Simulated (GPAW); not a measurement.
Input of a GPAW 26.7.0 run:

File run.py:

```python
import json
import numpy as np
from ase.dft.bandgap import bandgap
from ase.io import write
from ase.spacegroup import crystal
from ase.units import GPa
from gpaw import GPAW, PW

# Zn 2a
atoms = crystal(['Zn'],
                basis=[[0.0, 0.0, 0.0]],
                spacegroup=229, setting=1,  # Im-3m
                cellpar=[3.138074, 3.138074, 3.138074, 90.0, 90.0, 90.0],
                primitive_cell=True)

calc = GPAW(mode=PW(600),
            xc='RPBE',
            kpts={'size': (12, 12, 12), 'gamma': True},
            occupations={'name': 'fermi-dirac', 'width': 0.05},
            nbands=13,
            convergence={'density': 1e-05, 'energy': 1e-05},
            maxiter=150,
            txt='gpaw.txt')
atoms.calc = calc
energy = atoms.get_potential_energy()
forces = atoms.get_forces()
stress = atoms.get_stress()
calc.write('gs.gpw')
write('result.traj', atoms)
print(f'Energy: {energy:.6f} eV')
print('Forces (eV/A):')
print(forces.round(4))
print('Stress (GPa):', (stress / GPa).round(3))
print('Fermi level:', round(calc.get_fermi_level(), 4), 'eV')
print(f'Gap: {bandgap(calc)[0]:.4f} eV, direct: {bandgap(calc, direct=True)[0]:.4f} eV')

size = (18, 18, 18)
dense = calc.fixed_density(kpts={'size': size, 'gamma': True}, update_fermi_level=True,
                           convergence={'bands': 'CBM+2.0', 'eigenstates': 1e-7}, txt='dense.txt')
ef = dense.get_fermi_level()
index = np.round(dense.get_bz_k_points() * size).astype(int) % size
recip = 2 * np.pi * atoms.cell.reciprocal()
sheets = []
for s, e_kn in enumerate(dense.eigenvalues()):
    for n in range(e_kn.shape[1] - 2):
        if e_kn[:, n].min() < ef < e_kn[:, n].max():
            e = np.empty(size)
            e[tuple(index.T)] = e_kn[dense.get_bz_to_ibz_map(), n] - ef
            de = np.array([(np.roll(e, -1, c) - np.roll(e, 1, c)) * size[c] / 2 for c in range(3)])
            v = np.linalg.norm(np.einsum('vc,cxyz->vxyz', np.linalg.inv(recip), de), axis=0)
            w = np.exp(-(e / 0.1)**2) / (0.1 * np.pi**0.5)
            sheets.append({'spin': s, 'band': n, 'filled': (e < 0).mean(), 'dos': w.mean(), 'bottom': e.min(), 'top': e.max(),
                           'velocity': (w * v).sum() / w.sum() * 1.519267e5, 'slice': e[:, :, 0].round(3).tolist()})
            print(f'spin {s} band {n}: filled share {sheets[-1]["filled"]:.3f}, from {e.min():.3f} to {e.max():.3f} eV,',
                  f'{w.mean():.3f} states/eV, mean velocity {sheets[-1]["velocity"]:.3e} m/s')
print('Fermi level on the dense mesh:', round(ef, 4), 'eV,', len(sheets), 'sheets')
json.dump({'ef': ef, 'sheets': sheets}, open('fermi.json', 'w'))
```

Potentials or basis: the program's PAW data sets (release 1.2.1) made for this functional, pw.

Command:

```bash
$ OMP_NUM_THREADS=1 python run.py
```

Estimate the pressure.

2.4 GPa.

What does it give for the band gap on the k mesh?

None (metal or under the smearing width).
